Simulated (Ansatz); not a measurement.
# Mg12HF23 (Sellaite): the cost of one run

Computed with Ansatz 0.2.0 (DFT, PBE, plane-wave PAW, default files, scalar-relativistic, as far as a step names no other, unless a step's input says otherwise).

### 1 Starting point

The structure is orthorhombic, space group Pmm2 (No. 25). Conventional cell: a = 6.541 Å, b = 9.156 Å, c = 6.541 Å, α = 90.00°, β = 90.00°, γ = 90.00°. Around Mg (site symmetry mm2) lie 1 H at 1.98 Å and 5 F at 1.98 to 2.00 Å. Mg (site symmetry m) has 6 F at 1.98 to 2.00 Å as nearest neighbours. Around Mg (site symmetry mm2) lie 6 F at 1.98 to 2.00 Å. Mg (site symmetry m) has 5 F at 1.98 to 2.00 Å and 1 H at 2.00 Å as nearest neighbours. Only part of the 20 independent sites is listed.

Structure file:

```cif
data_structure
_symmetry_space_group_name_H-M 'Pmm2'
_symmetry_Int_Tables_number 25
_cell_length_a 6.5407
_cell_length_b 9.1560
_cell_length_c 6.5407
_cell_angle_alpha 90.000
_cell_angle_beta 90.000
_cell_angle_gamma 90.000
_cell_volume 391.71
loop_
_atom_site_label
_atom_site_type_symbol
_atom_site_symmetry_multiplicity
_atom_site_Wyckoff_symbol
_atom_site_fract_x
_atom_site_fract_y
_atom_site_fract_z
_atom_site_occupancy
Mg1 Mg 1 a 0.00000 0.00000 0.00000 1
Mg2 Mg 2 g 0.00000 0.33333 0.00000 1
Mg3 Mg 1 c 0.50000 0.00000 0.50000 1
Mg4 Mg 2 h 0.50000 0.33333 0.50000 1
Mg5 Mg 2 g 0.00000 0.16667 0.50000 1
Mg6 Mg 1 b 0.00000 0.50000 0.50000 1
Mg7 Mg 2 h 0.50000 0.16667 0.00000 1
Mg8 Mg 1 d 0.50000 0.50000 0.00000 1
H1 H 1 a 0.00000 0.00000 0.30300 1
F1 F 2 g 0.00000 0.33333 0.30300 1
F2 F 1 c 0.50000 0.00000 0.80300 1
F3 F 2 h 0.50000 0.33333 0.80300 1
F4 F 4 i 0.30300 0.16667 0.50000 1
F5 F 2 f 0.30300 0.50000 0.50000 1
F6 F 4 i 0.80300 0.16667 0.00000 1
F7 F 2 f 0.80300 0.50000 0.00000 1
F8 F 1 a 0.00000 0.00000 0.69700 1
F9 F 2 g 0.00000 0.33333 0.69700 1
F10 F 1 c 0.50000 0.00000 0.19700 1
F11 F 2 h 0.50000 0.33333 0.19700 1
```

Atom 13 of the input is the impurity.

### 2 Gradients at the starting positions

input.yaml

```yaml
crystal:
  lattice:
    - [4.625, 4.625, 0.0]
    - [-4.625, 4.625, 0.0]
    - [0.0, 0.0, 9.156]
  atoms:
    - { symbol: Mg, position: [0.0, 0.0, 0.0] }
    - { symbol: Mg, position: [0.0, 0.0, 0.3333333333] }
    - { symbol: Mg, position: [0.0, 0.0, 0.6666666667] }
    - { symbol: Mg, position: [0.5, 0.5, 0.0] }
    - { symbol: Mg, position: [0.5, 0.5, 0.3333333333] }
    - { symbol: Mg, position: [0.5, 0.5, 0.6666666667] }
    - { symbol: Mg, position: [0.5, 0.0, 0.1666666667] }
    - { symbol: Mg, position: [0.5, 0.0, 0.5] }
    - { symbol: Mg, position: [0.5, 0.0, 0.8333333333] }
    - { symbol: Mg, position: [0.0, 0.5, 0.1666666667] }
    - { symbol: Mg, position: [0.0, 0.5, 0.5] }
    - { symbol: Mg, position: [0.0, 0.5, 0.8333333333] }
    - { symbol: H, position: [0.303, 0.0, 0.0] }
    - { symbol: F, position: [0.303, 0.0, 0.3333333333] }
    - { symbol: F, position: [0.303, 0.0, 0.6666666667] }
    - { symbol: F, position: [0.803, 0.5, 0.0] }
    - { symbol: F, position: [0.803, 0.5, 0.3333333333] }
    - { symbol: F, position: [0.803, 0.5, 0.6666666667] }
    - { symbol: F, position: [0.5, 0.303, 0.1666666667] }
    - { symbol: F, position: [0.5, 0.303, 0.5] }
    - { symbol: F, position: [0.5, 0.303, 0.8333333333] }
    - { symbol: F, position: [0.0, 0.803, 0.1666666667] }
    - { symbol: F, position: [0.0, 0.803, 0.5] }
    - { symbol: F, position: [0.0, 0.803, 0.8333333333] }
    - { symbol: F, position: [0.697, 0.0, 0.0] }
    - { symbol: F, position: [0.697, 0.0, 0.3333333333] }
    - { symbol: F, position: [0.697, 0.0, 0.6666666667] }
    - { symbol: F, position: [0.197, 0.5, 0.0] }
    - { symbol: F, position: [0.197, 0.5, 0.3333333333] }
    - { symbol: F, position: [0.197, 0.5, 0.6666666667] }
    - { symbol: F, position: [0.5, 0.697, 0.1666666667] }
    - { symbol: F, position: [0.5, 0.697, 0.5] }
    - { symbol: F, position: [0.5, 0.697, 0.8333333333] }
    - { symbol: F, position: [0.0, 0.197, 0.1666666667] }
    - { symbol: F, position: [0.0, 0.197, 0.5] }
    - { symbol: F, position: [0.0, 0.197, 0.8333333333] }
kpoints:
  mp_grid: { grid: [3, 3, 2] }
scf:
  occupations: { method: fermi_dirac, width: 0.01 }
hamiltonian:
  xc: pbe
  pseudopotentials: { kind: paw }
output:
  forces: true
  stress: true
  populations: true
  efg:
    quadrupole_moments_barn: { Mg: 0.1994, H: 0.00285783 }
    contact_densities: true
```

On the command line:

```sh
ansatz run input.yaml --threads 1 --pin off --max-ram 3072MiB --backend cpu --events-out ev --progress --plain --runs-dir out
```

**Question.** How long does this run take on 1 thread of AMD EPYC 9R45 (Zen 5), shared host, and how much memory does it need?

About 26 s, with a peak of 0.94 GiB.
